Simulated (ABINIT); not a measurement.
Write the native input for ABINIT 10.8.3 (patched build) that does the following.

* Task: equation of state
* Functional: LDA
* Potentials or basis: JTH PAW LDA v2.0
* Cutoff: 571 eV
* k mesh: 11 × 11 × 11
* Occupations: fermi-dirac, width 0.05 eV
* Spin: no spin polarisation
* Fine-grid cutoff: 1142.88 eV

The system is Ti.

```
Ti
1.0
    -1.64100    1.64100    1.64100
     1.64100   -1.64100    1.64100
     1.64100    1.64100   -1.64100
Ti
1
Direct
  0.00000 0.00000 0.00000
```

This isn't the form of Ti at room conditions, which is hcp.

The input as run:

run.abi

```
ndtset 7
getwfk -1
scalecart1 3*0.9795861087
scalecart2 3*0.9864848297
scalecart3 3*0.9932883884
scalecart4 3*1.0000000000
scalecart5 3*1.0066227096
scalecart6 3*1.0131594038
scalecart7 3*1.0196128224

pp_dirpath "./"
pseudos "Ti.LDA_PW-JTH.xml"

acell 3*1.0 Angstrom
rprim
    -1.6410000000     1.6410000000     1.6410000000
     1.6410000000    -1.6410000000     1.6410000000
     1.6410000000     1.6410000000    -1.6410000000
ntypat 1
znucl 22
natom 1
typat 1
xred
     0.0000000000     0.0000000000     0.0000000000

ecut 21.0
pawecutdg 42.0

kptopt 1
ngkpt 11 11 11
nshiftk 1
shiftk 0.0 0.0 0.0

ixc 7

nband 10
occopt 3
tsmear 0.05 eV

nstep 100
tolvrs 1.0e-9

iomode 3
prtwf 1
prtden 0
prteig 0
prtebands 0
enunit 2
```

Potentials or basis: JTH PAW LDA v2.0.

Launch:

```console
$ abinit run.abi > log 2>&1
```

It gave:

```
Equilibrium volume : 15.90 Å³/atom (rough: see the caveat)
Bulk modulus       : 122 GPa (rough)
```

Caveat: pressures at fixed basis lie under the slope of the energies; the minimum lies outside the volumes run.

Wall time 49 s on 1 thread of Arm Neoverse V1 (shared host), peak memory 0.14 GiB.
